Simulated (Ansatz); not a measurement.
Pb under changes of volume

One of the cells (40.672 Å³/atom); the others are scaled copies at fixed shape and fractional positions:

```xyz
2
Lattice="0.0000 3.4390 3.4390 3.4390 0.0000 3.4390 3.4390 3.4390 0.0000" Properties=species:S:1:pos:R:3 pbc="T T T"
Pb    1.7195    1.7195    1.7195
Pb    0.0000    0.0000    0.0000
```

This isn't the form of Pb at room conditions, which is fcc.

* Program: Ansatz 0.2.0
* Functional: PBEsol
* Potentials or basis: all-electron LAPW, scalar-relativistic
* Cutoff: 249 eV (chosen from the basis error)
* Basis error allowed: 0.0005 eV/atom
* k mesh: 7 × 7 × 7
* Occupations: fermi-dirac, width 0.05 eV
* Spin: no spin polarisation

```csv
volume (Å³/atom),energy over the lowest point (meV/atom),pressure (GPa)
38.232,24.39,2.8
39.045,12.48,1.9
39.859,4.74,1.1
40.672,0.71,0.5
41.486,0.00,-0.2
42.299,2.25,-0.7
43.112,?,?
```

Problem. What does the run at 43.112 Å³/atom give?

Solution. Energy over the lowest point 7.12 meV/atom; pressure -1.2 GPa.

Worked out: A Birch-Murnaghan fit of order 3 (a polynomial in V^(-2/3)) to the other rows has its minimum at 41.26 Å³/atom with B0 = V·E''(V) = 30 GPa and B' = 4.8. It gives 7.14 meV/atom at 43.112 Å³/atom, against the run's 7.12, and -dE/dV = -1.2 GPa, against -1.2.

Energies are extrapolated to zero smearing.
